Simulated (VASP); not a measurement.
Wanted: the native input for a VASP 6.6.1 run.

| Item | Value |
| --- | --- |
| Task | relaxation of cell and atoms |
| Functional | PBE |
| Dispersion | D3(BJ) |
| Potentials or basis | VASP PAW PBE potentials, release 64 (Cu, I) |
| Cutoff | 600 eV |
| k mesh | 9 × 9 × 4 |
| Occupations | gaussian, width 0.03 eV |
| Spin | no spin polarisation |
| Further INCAR settings | ALGO = Normal; EDIFF = 1e-06; IBRION = 2; EDIFFG = -0.01; NSW = 90; ISIF = 3 |

The structure of CuI lies in POSCAR:

```
CuI
1.0
    4.1286179400      0.0000000000      0.0000000000
   -2.0643089700      3.5754880100      0.0000000000
    0.0000000000      0.0000000000      7.4781060400
Cu I
2 2
Direct
    0.6666666700      0.3333333300      0.5899524400
    0.3333333300      0.6666666700      0.4100475600
    0.3333333300      0.6666666700      0.7547482500
    0.6666666700      0.3333333300      0.2452517500
```

Measurements of this composition are mostly on another form, of space group No. 216.

These files were run (other wordings do the same):

INCAR

```
SYSTEM = CuI
ALGO = Normal
EDIFF = 1E-6
EDIFFG = -0.01
ENCUT = 600
GGA = PE
IBRION = 2
ISIF = 3
ISMEAR = 0
IVDW = 12
LASPH = .True.
LCHARG = .False.
LREAL = .False.
LWAVE = .False.
NELM = 80
NSW = 90
PREC = Accurate
SIGMA = 0.03
```

KPOINTS

```
k-points
0
Gamma
  9 9 4
  0 0 0
```

Potentials or basis: VASP PAW PBE potentials, release 64 (Cu, I).

Launch:

```bash
$ cat potpaw_PBE.64/Cu/POTCAR potpaw_PBE.64/I/POTCAR > POTCAR
$ mpirun -np 1 vasp_std > vasp.out
```

Results of the run:

```yaml
Relaxed_volume: 25.59 Å³/atom
Relaxed_cell: a = 4.077 Å, b = 4.077 Å, c = 7.112 Å, α = 90.00°, β = 90.00°, γ = 120.00°
Space_group_after_relaxing_to_0.05_Å: P-3m1 (No. 164)
Energy_gained_by_relaxing: 9.8 meV/atom
Ionic_steps: 30
Pressure_after_relaxing: 0.0 GPa
Largest_force_after_relaxing: 0.003 eV/Å
Band_gap_on_the_k_mesh: 1.62 eV, direct
Dispersion_energy_per_atom: -0.377 eV
```

Caveat: spin-orbit coupling is left out, which moves the levels of the heavy elements; an odd mesh through Γ misses points on the zone boundary, where band edges often lie.

Run time: 22 min on 1 thread of Intel(R) Xeon(R) 6975P-C (Granite Rapids), on a shared host, peak memory 0.37 GiB.
